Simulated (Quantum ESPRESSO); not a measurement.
Runs of Quantum ESPRESSO 7.5 on Na. Symmetry: P6_3/mmc, No. 194, hexagonal system. The conventional cell has a = 3.700 Å, b = 3.700 Å, c = 12.537 Å, α = 90.00°, β = 90.00°, γ = 120.00°. Na (site symmetry -6m2) has 12 Na at 3.70 to 3.79 Å as nearest neighbours. Na (site symmetry -3m) is surrounded by 12 Na at 3.70 to 3.79 Å. This isn't the form of Na at room conditions, which is bcc.

| level | ASE optimiser | dispersion computed by | rVV10 parameter b | gap on the mesh (eV) | pressure (GPa) | relaxed volume (Å³/atom) |
| --- | --- | --- | --- | --- | --- | --- |
| PBEsol+D4 | BFGS | dftd4 4.3.1 through ASE | - | none | 0.0 | 36.00 |
| PBEsol | LBFGS | - | - | none | 0.0 | (b) |
| PBEsol+D3(BJ) | BFGS | - | - | none | 0.0 | 33.15 |
| PBEsol+D3 | FIRE | - | - | none | 0.0 | 36.43 |
| PBEsol+rVV10 | BFGS | - | 6.3 | none | 0.1 | (a) |

Alike in all rows: task relaxation of cell and atoms; potentials or basis GBRV 1.5 PBEsol; no spin polarisation; cell relaxed; k mesh 7 × 7 × 3; cutoff (eV) 612; smearing fermi-dirac 0.05 eV.

Problem. Estimate the missing entries.

Solution. (a) 34.97; (b) 36.27.

Caveats: pairwise dispersion overbinds metals, which lowers pressure and volume (some runs); rVV10's parameter b was fitted to another functional (some runs).

A gap of «none» marks a metal or a gap under the smearing width.
